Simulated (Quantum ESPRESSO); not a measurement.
Moving the choice of potentials or basis in Ge

The cell as given:

It takes space group Fd-3m (No. 227, cubic). The conventional cell has a = 5.658 Å, b = 5.658 Å, c = 5.658 Å, α = 90.00°, β = 90.00°, γ = 90.00°. Around Ge (site symmetry -43m) lie 4 Ge at 2.45 Å.

Kept alike: task relaxation of cell and atoms; functional PBEsol; k mesh 8 × 8 × 8; occupations fermi-dirac, width 0.05 eV; no spin polarisation. Program: Quantum ESPRESSO. Cutoffs run from 612 to 1687 eV. The mesh is that of the run's cell of 2 atoms. No spin-orbit coupling.

| choice of potentials or basis | volume (Å³/atom) |
| --- | --- |
| GBRV 1.5 PBEsol | 22.782 |
| PseudoDojo 0.4 SR PBEsol stringent | 22.860 |
| PseudoDojo 0.4.1 SR PBEsol standard | 22.849 |

The relaxations keep at least the cell's symmetry (Fd-3m). For a metal such a mesh leaves the last digits unconverged. Relaxations stop with a little pressure left, so the last digits of a volume or edge aren't settled.

Problem. What does the choice of potentials or basis change here?

Solution. The volume runs from 22.782 (GBRV 1.5 PBEsol) to 22.860 Å³/atom (PseudoDojo 0.4 SR PBEsol stringent). Measured: 22.64 Å³/atom at 298.15 K (COD entry, doi:10.1107/S0021889875010965); nearest GBRV 1.5 PBEsol, 0.14 Å³/atom off. The runs are for a static lattice.
